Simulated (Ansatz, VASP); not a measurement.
## One calculation of SnSe2, two programs

```
Sn Se
1.0
     3.82516    0.00000    0.00000
    -1.91258    3.31269    0.00000
     0.00000    0.00000    6.22706
Sn Se
1 2
Direct
  0.00000 0.00000 0.00000
  0.33333 0.66667 0.25308
  0.66667 0.33333 0.74692
```

Alike in both runs: task single point; functional LDA; k mesh 12 × 12 × 4; no spin polarisation.

```csv
,VASP,Ansatz
version,VASP 6.6.1,Ansatz 0.2.0
potentials or method,"VASP PAW LDA potentials, release 64 (Sn_d, Se)","plane waves, PAW"
plane-wave cutoff (eV),520,420
occupations,"gaussian, width 0.01 eV",fixed
valence electrons in the cell,26,46
```

```tsv
	VASP	Ansatz	Ansatz less VASP
gap on the k mesh at the Fermi level (eV)	0.62	0.61	-0.013
pressure (GPa)	-1.4	-1.6	-0.18
largest component of the traceless stress (GPa)	0.18	0.17	-0.007
rms of the force components (eV/Å)	0.001	0.010	+0.0084
```

Atom by atom the forces differ by 0.011 eV/Å (rms over components). The two sets of potentials don't hold the same shells in valence.

Caveats: spin-orbit coupling is left out, which moves the levels of the heavy elements. A k mesh can miss the band edges.
